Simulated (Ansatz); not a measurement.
Convergence notes, G0W0 on ZrSe₂ (P-3m1)

A 3-atom cell of ZrSe₂ started from a crystallographic database, relaxed with r2SCAN+rVV10; one-shot G0W0 in Ansatz without spin-orbit coupling. No spin polarisation and no zero-point or thermal motion.

```
Zr Se
1.0
     3.78939    0.00000    0.00000
    -1.89469    3.28170    0.00000
     0.00000    0.00000    6.18068
Zr Se
1 2
Direct
  0.00000 0.00000 0.00000
  0.33333 0.66667 0.25375
  0.66667 0.33333 0.74625
```

Gaps are read over the mesh points alone. G0W0 values are finite-basis, finite-mesh values.
```tsv
start	potentials	frequency model	mesh	empty bands	screening cutoff (eV)	Kohn-Sham gap (eV)	G0W0 gap (eV)
PBE	PAW	contour deformation	6×6×4	174	100	0.30	0.98
PBE	PAW	contour deformation	6×6×4	421	180	0.30	1.07
PBE	PAW	contour deformation	6×6×4	817	260	0.30	1.09
HSE06	PAW	contour deformation	6×6×4	421	180	0.96	1.27
r2SCAN	PAW	contour deformation	6×6×4	421	180	0.60	1.12
PBE0	PAW	contour deformation	6×6×4	421	180	1.60	1.46
PBE	PAW	Godby-Needs pole	6×6×4	421	180	0.30	1.01
PBE	PAW	contour deformation	12×12×4	124	80	0.31	0.97
PBE	norm-conserving	contour deformation	6×6×4	421	180	0.29	1.02
```

G0W0 moves the gap on the mesh from 0.30 eV (PBE) to 1.09 eV (Γ to L). Renormalisation factors Z lie between 0.67 and 0.74.

Raising bands and cutoff together moves the gap by +0.09 eV (100 to 180 eV), then +0.02 eV (180 to 260 eV); the last step is small, which bounds nothing strictly. Starting from HSE06 (0.96 eV against PBE's 0.30 eV) gives 1.27 eV, +0.20 eV from G0W0@PBE at the same screening cutoff. Starting from r2SCAN (0.60 eV against PBE's 0.30 eV) gives 1.12 eV, +0.05 eV from G0W0@PBE at the same screening cutoff. Starting from PBE0 (1.60 eV against PBE's 0.30 eV) gives 1.46 eV, +0.39 eV from G0W0@PBE at the same screening cutoff. The Godby-Needs plasmon pole differs from contour deformation by -0.06 eV. Norm-conserving potentials (wave cutoff 1170 eV against 420 eV) shift the quasiparticle gap by -0.05 eV and the PBE gap by -0.01 eV. On these meshes the dielectric constant comes out too large, which adds an error that these runs don't bound. r2SCAN runs take a wave cutoff of 500 eV.

The program warns that the k mesh is coarse for exact exchange in some of these runs, so their gaps aren't converged.
